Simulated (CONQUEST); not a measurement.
## ZnS (Wurtzite-4H) in CONQUEST: convergence with k mesh

Input of the first run (k mesh 1 × 1 × 1); the others differ in this setting and in those tied to it:

The input Conquest_input:

```
IO.Title ZnS
IO.Coordinates coords.dat
IO.FractionalAtomicCoords T
IO.Iprint 2
IO.Iprint_init 1
General.NumberOfSpecies 2
General.PseudopotentialType hamann
AtomMove.TypeOfRun static
AtomMove.FullStress T
Grid.GridCutoff 120
DM.SolutionMethod diagon
Diag.MPMesh T
Diag.GammaCentred T
Diag.MPMeshX 1
Diag.MPMeshY 1
Diag.MPMeshZ 1
Diag.kT 0.00183747
minE.SCTolerance 1e-6
SC.MaxIters 100
IO.AtomChargeOutput T
SC.KerkerPreCondition T
SC.KerkerFactor 0.3
SC.LinearMixingFactor 0.3
%block ChemicalSpeciesLabel
1 65.390 Zn
2 32.070 S
%endblock
```

The input coords.dat:

```
    7.2238560566     0.0000000000     0.0000000000
    0.0000000000    12.5120857164     0.0000000000
    0.0000000000     0.0000000000    23.6593710803
16
  0.4686145000   0.8308425000   0.2497060000 1 T T T
  0.9686145000   0.3308425000   0.2497060000 1 T T T
  0.4861100000   0.1674180000   0.7492370000 1 T T T
  0.9861100000   0.6674180000   0.7492370000 1 T T T
  0.4936800000   0.4956530000   0.5043810000 1 T T T
  0.9936800000   0.9956530000   0.5043810000 1 T T T
  0.4938090000   0.5016840000   0.0021630000 1 T T T
  0.9938090000   0.0016840000   0.0021630000 1 T T T
  0.4633275000   0.8458075000   0.0598540000 2 T T T
  0.9633275000   0.3458075000   0.0598540000 2 T T T
  0.0174160000   0.6773360000   0.5618570000 2 T T T
  0.5174160000   0.1773360000   0.5618570000 2 T T T
  0.4975710000   0.4928040000   0.3149960000 2 T T T
  0.9975710000   0.9928040000   0.3149960000 2 T T T
  0.4956625000   0.4908495000   0.8114990000 2 T T T
  0.9956625000   0.9908495000   0.8114990000 2 T T T
```

Potentials or basis: PseudoDojo NC LDA, DZP, grid cutoff 120 Ha.

Launch:

```console
$ OMP_NUM_THREADS=1 Conquest
```

The cell isn't the ideal one: atoms moved at random.

Hardware: 1 thread of Intel(R) Xeon(R) Platinum 8375C CPU @ 2.90GHz (Ice Lake), with other jobs on the host.

```csv
k mesh,"energy less the tightest run, at zero smearing (meV/atom)",pressure (GPa),largest force (eV/Å),gap on the mesh (eV),SCF cycles,CPU time (s),peak memory (GiB)
1 × 1 × 1,1258.39,9.28,-,1.761,18,74,1.5
2 × 1 × 1,125.32,-1.07,1.516,2.021,17,74,1.5
3 × 2 × 1,25.01,-1.61,1.389,2.060,17,82,1.5
4 × 3 × 2,4.70,-1.71,1.377,2.071,17,130,1.5
5 × 3 × 2,1.42,-1.75,1.374,2.074,17,140,1.5
6 × 4 × 2,0.38,-1.76,1.372,2.075,17,210,1.5
7 × 4 × 3,0.12,-1.76,1.372,2.075,17,250,1.5
9 × 5 × 3,0.01,-1.76,1.372,2.075,17,290,1.5
10 × 6 × 3,0.00,-1.76,1.372,2.075,17,430,1.5
```

Against the tightest run, the energy stays within 1 meV/atom from 6 × 4 × 2 on; the pressure stays within 0.1 GPa from 4 × 3 × 2 on; the largest force stays within 0.005 eV/Å from 4 × 3 × 2 on; the gap on the mesh stays within 0.01 eV from 4 × 3 × 2 on. Meshes of other sizes hit other points, so gaps and Fermi surfaces needn't settle smoothly. The tightest run that finished is the yardstick and may itself not be fully converged.

Caveat, for the tightest run too: an odd mesh through Γ misses points on the zone boundary, where band edges often lie; the basis of atomic orbitals isn't converged, which shifts pressures, moduli and gaps.
